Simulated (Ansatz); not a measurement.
# SiC: the cost of one run

Program: Ansatz 0.2.0. Level of theory: DFT LDA, scalar-relativistic, plane waves, PAW. These are calculated values, not measurements.

1 further run of the same task is left out (it didn't finish).

### Step 1. Starting point

Symmetry: Fm-3m, No. 225, cubic system. Conventional cell: a = 4.600 Å, b = 4.600 Å, c = 4.600 Å, α = 90.00°, β = 90.00°, γ = 90.00°. Around C (site symmetry m-3m) lie 6 Si at 2.30 Å. Si (site symmetry m-3m) is surrounded by 6 C at 2.30 Å.

Structure file:

```xyz
2
Lattice="0.0000 2.3000 2.3000 2.3000 0.0000 2.3000 2.3000 2.3000 0.0000" Properties=species:S:1:pos:R:3 pbc="T T T"
C     0.0000    0.0000    0.0000
Si    2.3000    2.3000    2.3000
```

This is a trial structure built by rule; it need not be a known or stable form of this composition.

The cell is the ideal cubic rocksalt prototype; whether it is the stable structure of this composition wasn't checked.

### Step 2. Coarse point 1 of the search for the rest volume

The input, input.yaml:

```yaml
crystal:
  lattice:
    - [0.0, 2.3, 2.3]
    - [2.3, 0.0, 2.3]
    - [2.3, 2.3, 0.0]
  atoms:
    - { symbol: C, position: [0.0, 0.0, 0.0] }
    - { symbol: Si, position: [0.5, 0.5, 0.5] }
basis:
  ecutwfc: 420
kpoints:
  mp_grid: { grid: [6, 6, 6] }
hamiltonian:
  xc: lda
scf:
  occupations: { method: gaussian, width: 0.05 }
output:
  forces: true
  stress: true
  eigenvalues: true
```

Run with:

```
$ ansatz run input.yaml --threads 1 --pin off --max-ram 2560MiB --backend cpu --events-out ev --progress --plain --runs-dir out
```

**Question.** How long does this run take on 1 thread of Intel Xeon at 2.50GHz (Skylake/Cascade Lake), shared host, and how much memory does it need?

About 1.1 s, with a peak of 0.27 GiB.
